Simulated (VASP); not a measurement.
Write the native input for VASP 6.6.1 that does the following.

| Property | Result |
| --- | --- |
| Task | single point |
| Functional | PBE |
| Potentials or basis | VASP PAW PBE potentials, release 64 (Au) |
| Cutoff | 520 eV |
| k mesh | 3 × 3 × 3 |
| Occupations | gaussian, width 0.1 eV |
| Spin | no spin polarisation |
| Dipole correction | no |
| Further INCAR settings | ALGO = Normal; EDIFF = 1e-07; NBANDS = 48 |

The structure of Au (a cell with a defect) lies in POSCAR:

```
Au
1.0
    0.0000000000      4.1384880000      4.1384880000
    4.1384880000      0.0000000000      4.1384880000
    4.1384880000      4.1384880000      0.0000000000
Au
7
Direct
   -0.0136175337      0.0251572555     -0.0368675710
    0.0145526579      0.4765653543      0.0322105561
    0.0004884634      0.7508535726      0.4976693179
    0.5004285382     -0.0121419949     -0.0022898460
    0.4659510913      0.0251804524      0.4835749191
    0.5005175803      0.5138623091     -0.0023728473
    0.5350229359      0.4765322504      0.5117468022
```

The input as run:

INCAR

```
  PREC = Accurate
  ENCUT = 520
  EDIFF = 1E-7
  ISMEAR = 0
  SIGMA = 0.1
  LREAL = F
  LASPH = T
  NELM = 100
  ALGO = Normal
  ISIF = 2
  LWAVE = F
  LCHARG = F
  GGA = PE
  NBANDS = 48
```

KPOINTS

```
Automatic mesh
0
Gamma
  3 3 3
```

Potentials or basis: VASP PAW PBE potentials, release 64 (Au).

Command:

```sh
$ cat potpaw_PBE.64/Au/POTCAR > POTCAR
$ mpirun -np 1 vasp_std > vasp.out
```

Results of the run:

```yaml
Pressure: -2.6 GPa
Largest_force: 0.036 eV/Å
Band_gap_on_the_k_mesh: none (metal or under the smearing width)
```

Caveat: the k mesh is coarse (spacing up to 0.44 Å⁻¹), so the values aren't converged.

Wall time 82 s on 1 thread of Intel(R) Xeon(R) Platinum 8488C (Sapphire Rapids) (shared host), peak memory 0.34 GiB.
